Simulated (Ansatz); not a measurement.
**TiN (Fm-3m): test of the smearing width from a Python script**

The task is a test of the smearing width, for TiN (Fm-3m).

Program: the Python package of Ansatz 0.2.0. Level of theory: DFT PBE, plane waves, PAW. These are calculated values, not measurements.

**1. The system**

It takes space group Fm-3m (No. 225, cubic). Conventional cell: a = 4.238 Å, b = 4.238 Å, c = 4.238 Å, α = 90.00°, β = 90.00°, γ = 90.00°. Around Ti (site symmetry m-3m) lie 6 N at 2.12 Å. N (site symmetry m-3m) is surrounded by 6 Ti at 2.12 Å.

Input file tin.cif:

```cif
data_TiN
_cell_length_a 2.996719
_cell_length_b 2.996719
_cell_length_c 2.996719
_cell_angle_alpha 60.00000
_cell_angle_beta 60.00000
_cell_angle_gamma 60.00000
_symmetry_space_group_name_H-M 'P 1'
_symmetry_Int_Tables_number 1
loop_
_symmetry_equiv_pos_as_xyz
'x, y, z'
loop_
_atom_site_label
_atom_site_type_symbol
_atom_site_fract_x
_atom_site_fract_y
_atom_site_fract_z
Ti1 Ti    0.000000    0.000000    0.000000
N2 N    0.500000    0.500000    0.500000
```

**2. The code**

File run_smear.py:

```python
# -*- coding: utf-8 -*-
"""Smearing width test for TiN."""

import ansatz as az
from ase.io import read
import matplotlib.pyplot as plt

atoms = read("tin.cif")
structure = az.Crystal.from_ase(atoms)

base = structure.calculation().pseudopotentials("paw").kpoints(9)

rows = []
for value in [0.5, 0.3, 0.2, 0.1]:
    data = base.occupations("cold", width=value).run(threads=1, pin="off").report
    rows.append((value, data["free_energy_ev"] / len(data["lattice"]["sites"]), data["n_iterations"], data["n_kpoints"]))

print("  width (eV)   F/atom (eV)    iterations      k-points")
for row in rows:
    print(f"{str(row[0]):>12s}  {row[1]:12.5f}  {row[2]:12d}  {row[3]:12d}")

# the last row is the reference
for row in rows[:-1]:
    shift = 1000 * (row[1] - rows[-1][1])
    print(f"{row[0]}: {shift:+.2f} meV/atom" + ("  (within 5 meV)" if abs(shift) < 5 else ""))
plt.figure(figsize=(4.5, 3))
plt.plot([str(row[0]) for row in rows], [1000 * (row[1] - rows[-1][1]) for row in rows], "o-")
plt.xlabel("width (eV)")
plt.ylabel("F - F(last) (meV/atom)")
plt.tight_layout()
plt.savefig("smear.png", dpi=100)
```

**3. The input behind the calls**

The engine receives this input (first run):

```yaml
crystal:
  lattice:
    - [2.996719, 0.0, 0.0]
    - [1.4983595000000003, 2.5952347820034993, 0.0]
    - [1.4983595000000003, 0.8650782606678332, 2.446810817501154]
  atoms:
    - { symbol: Ti, position: [0.0, 0.0, 0.0] }
    - { symbol: "N", position: [0.49999999999999994, 0.5, 0.5] }
kpoints:
  mp_grid:
    grid: [9, 9, 9]
hamiltonian:
  pseudopotentials:
    kind: paw
scf:
  occupations:
    method: cold
    width: 0.5
```

**4. Launch**

The run is started by

```bash
$ python run_smear.py
```

Output:

```text
DeckWarning: basis.ecutwfc = 420 eV, auto-derived from the records' recommended cutoffs: set by Ti (normal level)
  width (eV)   F/atom (eV)    iterations      k-points
         0.5   -1443.55712             5            35
         0.3   -1443.55564             4            35
         0.2   -1443.55565             4            35
         0.1   -1443.55639             4            35
0.5: -0.72 meV/atom  (within 5 meV)
0.3: +0.75 meV/atom  (within 5 meV)
0.2: +0.74 meV/atom  (within 5 meV)
```

(Warnings from the package without file and line.)

It took 3.6 s on 1 thread of Arm Neoverse V1, shared host; peak memory 0.41 GiB.

**5. What changed from run to run**

The engine's inputs for the other runs:

Run 2, against run 1:

```diff
@@ -18 +18 @@
-    width: 0.5
+    width: 0.3
```

Run 3, against run 1:

```diff
@@ -18 +18 @@
-    width: 0.5
+    width: 0.2
```

Run 4, against run 1:

```diff
@@ -18 +18 @@
-    width: 0.5
+    width: 0.1
```

Lines on the test bed's own set-up are left out of the output.

A comment line of the script is reworded here; the code is as run.

**6. The runs side by side**

The 4 runs, in the order started:

```tsv
run	width (eV)	energy from run 4 (meV/atom)	the same at zero width (meV/atom)	SCF cycles	CPU time (s)
1	0.5	-0.72	1.77	5	0.8
2	0.3	0.75	1.11	4	0.39
3	0.2	0.74	0.58	4	0.4
4	0.1	0.00	0.00	4	0.4
```

Energies are free energies F = E - TS of the smeared occupations. 

**7. Outcome**

| quantity | value |
| --- | --- |
| runs compared | 4 |
| last run but one, from the last | +0.74 meV/atom |
| within 5 meV/atom of the last run from | 0.5 |

**Reading.** Going from 0.1 to 0.5 eV changes F by -0.7 meV an atom. This scheme is built to cancel the term in the square of the width, so the shifts stay small and are partly the mesh's error. Notes:
- The run is spin-unpolarised.
- The mesh is modest for a metal, so energies can be off by several to tens of meV an atom and pressures by half a GPa or more; differences at equal mesh fare better.
- The narrowest width needs the finest mesh, so the last row is no converged reference.
- No functional is typed, so the default, PBE, holds.
